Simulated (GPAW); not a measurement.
Runs of GPAW 26.7.0 on TiO2. The structure is tetragonal, space group P4_2/mnm (No. 136). The conventional cell has a = 4.600 Å, b = 4.600 Å, c = 2.959 Å, α = 90.00°, β = 90.00°, γ = 90.00°. Ti (site symmetry mmm) is surrounded by 6 O at 1.95 to 1.98 Å. O (site symmetry m2m) has 3 Ti at 1.95 to 1.98 Å as nearest neighbours. The cell is a database's computed one.

```tsv
task	level	potentials or basis	cell	cutoff (eV)	eigensolver	band path	band points	optimizer	fmax	grid spacing	gap on the mesh (eV)	pressure (GPa)	relaxed volume (Å³/atom)	largest force (eV/Å)
band structure	revTPSS	GPAW PAW data sets (gpaw-data 1.2.1), pw	as given	800	davidson	GXMGZRAZ,XR,MA	100	-	-	-	2.01	3.0	-	0.05
relaxation of cell and atoms	SOGGA	PAW data sets generated in the run's folder for this functional, pw	relaxed	800	-	-	-	BFGS	0.02 eV/Å	-	1.85	0.1	10.36	-
relaxation of cell and atoms	revPBE+D3	the program's PAW data sets (release 1.2.1) made for this functional, pw	relaxed	800	-	-	-	FIRE	0.05 eV/Å	-	1.86	-0.1	(a)	0.02
band structure	PBE	GPAW PAW data sets (gpaw-data 1.2.1), fd	as given	-	-	GXMGZRAZ,XR,MA	100	-	-	0.16 Å	1.87	-	-	0.06
relaxation of cell and atoms	MS2	GPAW PAW data sets (gpaw-data 1.2.1), pw	relaxed	800	-	-	-	FIRE	0.02 eV/Å	-	2.25	0.0	10.48	-
band structure	vdW-DF-cx	GPAW PAW data sets (gpaw-data 1.2.1), pw	as given	800	-	GXMGZRAZ,XR,MA	100	-	-	-	1.85	-	-	0.05
band structure	WC	PAW data sets generated in the run's folder for this functional, pw	as given	800	-	GXMGZRAZ,XR,MA	80	-	-	-	1.84	-1.4	-	0.02
relaxation of cell and atoms	r2SCAN+D3(BJ)	GPAW PAW data sets (gpaw-data 1.2.1), pw	relaxed	800	-	-	-	BFGS	0.05 eV/Å	-	2.23	-0.2	(b)	0.03
relaxation of cell and atoms	PW91	PAW data sets generated in the run's folder for this functional, pw	relaxed	800	-	-	-	BFGS	0.05 eV/Å	-	1.85	0.1	10.65	0.03
band structure	GLLB-SC	the program's PAW data sets (release 1.2.1) made for this functional, pw	as given	800	-	GXMGZRAZ,XR,MA	80	-	-	-	3.78	-	-	-
band structure	OLYP	PAW data sets generated in the run's folder for this functional, pw	as given	800	davidson	GXMGZRAZ,XR,MA	60	-	-	-	1.90	7.1	-	0.06
```

Alike in all rows: no spin polarisation; k mesh 4 × 4 × 6; smearing fermi-dirac 0.05 eV.

Problem. Fill in the values left out.

Solution. (a) 10.64; (b) 10.39.

Caveats: later steps reuse the first step's grids (some runs); the PAW data sets were made with another functional, which shifts forces and pressure a little (some runs); the real-space grid adds noise to forces (some runs); the GLLB-SC gap is the Kohn-Sham gap of the path plus the derivative discontinuity (some runs); a model potential gives levels but no total energy (some runs).

A k mesh can miss the band edges.

Not every run made on this cell is shown here.
